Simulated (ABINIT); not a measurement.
Planning a run of ABINIT 10.8.3 on CdS (Hawleyite). The input:

```
acell 3*1.0 Angstrom
rprim 
  -0.000000000000 2.916500000000 2.916500000000
  2.916500000000 -0.000000000000 2.916500000000
  2.916500000000 2.916500000000 -0.000000000000
ntypat 2
znucl 48 16
natom 2
typat 1 2
xred 
  0.000000000000 0.000000000000 0.000000000000
  0.250000000000 0.250000000000 0.250000000000
pp_dirpath "pseudos"
pseudos "Cd.upf, S.upf"
ecut 47
ngkpt 4 4 4
nshiftk 1
shiftk 0 0 0
kptopt 1
chksymbreak 0
istwfk *1
occopt 1
irdwfk 1
optdriver 4
nband 422
gwcalctyp 0
ecutsigx 47
symsigma 1
nkptgw 3
kptgw 
  0.0000000000 0.0000000000 0.0000000000
  0.5000000000 0.0000000000 0.0000000000
  0.5000000000 0.5000000000 0.0000000000
bdgw 
  11 17
  12 16
  12 15
ecuteps 17.16
irdscr 1
ppmodel 1
indata_prefix "in"
outdata_prefix "out"
tmpdata_prefix "tmp"
```

```sh
OMP_NUM_THREADS=1 mpirun -n 4 abinit run.abi > log
```

Q: Estimate wall time and host memory on 4 MPI ranks of Arm Neoverse V1, shared host.

It took 18 min; on shared hardware allow 9 min to 36 min. Peak host memory was 6.6 GiB.

[Paths, hosts, dates, memory and timing lines, banners, echoed tables and standing remarks are left out of the program output.]

[Logs are printed without paths, hosts, clocks, repeated set-up lines and the standing remarks that a program may print on its own settings, such as how far it seeks lower states.]

[Runs of the session that timed out or met a known fault of the program may be left out.]

[Hosts, paths, dates, database ids (printed as entryN), source tags and the programs' standing remarks are cut or masked in the printed files.]

[G0W0 gaps are taken among the corrected bands and points alone; a level outside them can change the order at an edge.]

[Where Ansatz stands beside ABINIT at settings called matched, ABINIT's density can come from a denser mesh and the files from another edition; pairs whose starting gaps differed by over 0.03 eV were left out, so agreement reads better than it is.]
